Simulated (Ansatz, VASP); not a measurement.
# Two plane-wave programs on HgTe (Coloradoite)

```
Hg Te
1.0
     0.00000    3.21450    3.21450
     3.21450    0.00000    3.21450
     3.21450    3.21450    0.00000
Hg Te
1 1
Direct
  0.00000 0.00000 0.00000
  0.75000 0.75000 0.75000
```

Alike in both runs: task single point; functional PBE; k mesh 7 × 7 × 7; occupations gaussian, width 0.029 eV; no spin polarisation.

|  | VASP | Ansatz |
| --- | --- | --- |
| version | VASP 6.6.1 | Ansatz 0.2.0 |
| potentials or method | VASP PAW PBE potentials, release 64 (Hg, Te) | Ansatz PAW |
| plane-wave cutoff (eV) | 520 | 420 |
| valence electrons in the cell | 18 | 36 |

|  | VASP | Ansatz | Ansatz less VASP |
| --- | --- | --- | --- |
| gap on the k mesh at the Fermi level (eV) | none | none | - |
| pressure (GPa) | 4.6 | 4.6 | -0.07 |

A gap of «none» marks a metal or a gap that the smearing closes. The two sets of potentials don't hold the same shells in valence.

The runs have no spin-orbit coupling, so splittings on Hg, Te are missing.
